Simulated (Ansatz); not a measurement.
The system is Sb.

```
Sb
1.0
     3.16000    0.00000    0.00000
     0.00000    3.16000    0.00000
     0.00000    0.00000    3.16000
Sb
1
Direct
  0.00000 0.00000 0.00000
```

This isn't the form of Sb at room conditions, which is rhombohedral.

```yaml
Program: Ansatz 0.2.0
Task: relaxation of cell and atoms
Functional: BLYP
Dispersion: D4
Potentials_or_basis: Ansatz PAW
Cutoff: "420 eV (not typed: the program's choice for these potentials)"
k_mesh: 8 × 8 × 8
Occupations: fermi-dirac, width 0.05 eV
Spin: no spin polarisation
```

At the start: volume 31.55 Å³/atom.

**Question.** Where does the relaxation end?

**Answer.** It ends after 5 steps and the volume is 29.69 Å³/atom (-5.9 %); space group Pm-3m (No. 221, to 0.05 Å).

The path:
| step | energy change (eV) | largest force (eV/Å) | volume (Å³) |
| --- | --- | --- | --- |
| 1 | 0.0000 | 0.0000 | 31.55 |
| 2 | -0.0169 | 0.0000 | 28.99 |
| 3 | -0.0198 | 0.0000 | 29.77 |
| 4 | -0.0199 | 0.0000 | 29.69 |
| 5 | -0.0195 | 0.0000 | 29.69 |

Final structure:
```yaml
crystal:
  lattice:
    - [3.09638, 0.00000, 0.00000]
    - [0.00000, 3.09638, 0.00000]
    - [0.00000, 0.00000, 3.09638]
  atoms:
    - { symbol: Sb, position: [0.00000, 0.00000, 0.00000] }
```

Caveat: the plane-wave basis is chosen anew once the cell has moved, so the energies of steps on either side of that aren't comparable; pairwise dispersion overbinds metals, which lowers pressure and volume; the PAW data sets come from PBE, with cores solved anew for the run's functional, which leaves a small shift of forces and pressure.
